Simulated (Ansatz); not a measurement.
## NaF (Villiaumite) under changes of volume

One of the cells (12.487 Å³/atom); the others are scaled copies at fixed shape and fractional positions:

```
CELL_PARAMETERS angstrom
0.00000 2.32000 2.32000
2.32000 0.00000 2.32000
2.32000 2.32000 0.00000
ATOMIC_POSITIONS crystal
Na 0.00000 0.00000 0.00000
F 0.50000 0.50000 0.50000
```

| Quantity | Value |
| --- | --- |
| Program | Ansatz 0.2.0 |
| Functional | LDA |
| Potentials or basis | all-electron LAPW, scalar-relativistic |
| Cutoff | 262 eV (chosen from the basis error) |
| Basis error allowed | 0.001 eV/atom |
| k mesh | 10 × 10 × 10 |
| Occupations | fermi-dirac, width 0.05 eV |
| Spin | no spin polarisation |

```csv
volume (Å³/atom),energy over the lowest point (meV/atom),pressure (GPa),gap on the mesh (eV)
11.738,0.00,-1.6,6.28
11.988,3.33,-2.7,6.16
12.237,8.22,-3.6,6.05
12.487,?,?,?
12.737,22.02,-5.2,5.84
12.987,30.60,-5.8,5.74
13.236,40.14,-6.4,5.65
```

**Question.** What does the run at 12.487 Å³/atom give?

**Answer.** Energy over the lowest point 14.51 meV/atom; pressure -4.4 GPa; gap on the mesh 5.94 eV.

Worked out: A Birch-Murnaghan fit of order 3 (a polynomial in V^(-2/3)) to the other rows has its minimum at 11.41 Å³/atom, just outside them, with B0 = V·E''(V) = 60 GPa and B' = 4.5. It gives 14.50 meV/atom at 12.487 Å³/atom, against the run's 14.51, and -dE/dV = -4.4 GPa, against -4.4. A straight line through the other rows of the gap, of slope -5.25 eV per unit of ln V (its deformation potential), gives 5.95 eV, against the run's 5.94.

Energies are extrapolated to zero smearing.

A mesh can miss the band edges.
